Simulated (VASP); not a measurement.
Here is a VASP 6.6.1 calculation.

INCAR

```
SYSTEM = CdTe
  PREC = Accurate
  ENCUT = 600
  EDIFF = 1E-6
  ISMEAR = 0
  SIGMA = 0.03
  LREAL = .FALSE.
  LASPH = .TRUE.
  NELM = 80
  ALGO = Normal
  ISIF = 3
  LWAVE = .FALSE.
  LCHARG = .FALSE.
  GGA = PE
  IBRION = 2
  NSW = 90
  EDIFFG = -0.01
```

Contents of KPOINTS:

```
Automatic mesh
0
G
  8 8 8
  0 0 0
```

File POSCAR:

```
CdTe
1.0
    0.0000000000      3.2050000000      3.2050000000
    3.2050000000      0.0000000000      3.2050000000
    3.2050000000      3.2050000000      0.0000000000
Cd Te
1 1
Direct
    0.0000000000      0.0000000000      0.0000000000
    0.2500000000      0.2500000000      0.2500000000
```

Potentials or basis: VASP PAW PBE potentials, release 64 (Cd, Te).

The run is started by

```sh
$ cat potpaw_PBE.64/Cd/POTCAR potpaw_PBE.64/Te/POTCAR > POTCAR
$ mpirun -np 1 vasp_std > vasp.out
```

Question: Estimate the band gap on the k mesh.

Answer: 0.58 eV, direct.

Question: What does it give for the space group after relaxing (to 0.05 Å)?

Answer: F-43m (No. 216).

Question: Estimate the relaxed volume.

Answer: 36.30 Å³/atom.

Question: Estimate the relaxed cell.

Answer: a = 4.683 Å, b = 4.683 Å, c = 4.683 Å, α = 60.00°, β = 60.00°, γ = 60.00°.

Final structure:
```xyz
2
Lattice="0.0000 3.3111 3.3111 3.3111 0.0000 3.3111 3.3111 3.3111 0.0000" Properties=species:S:1:pos:R:3 pbc="T T T"
Cd    0.0000    0.0000    0.0000
Te    1.6556    1.6556    1.6556
```

Caveat: spin-orbit coupling is left out, which moves the levels of the heavy elements; the volume moved by +10 % from the deposited cell, more than functionals usually miss. PBE usually gives volumes a little too large and moduli too small.
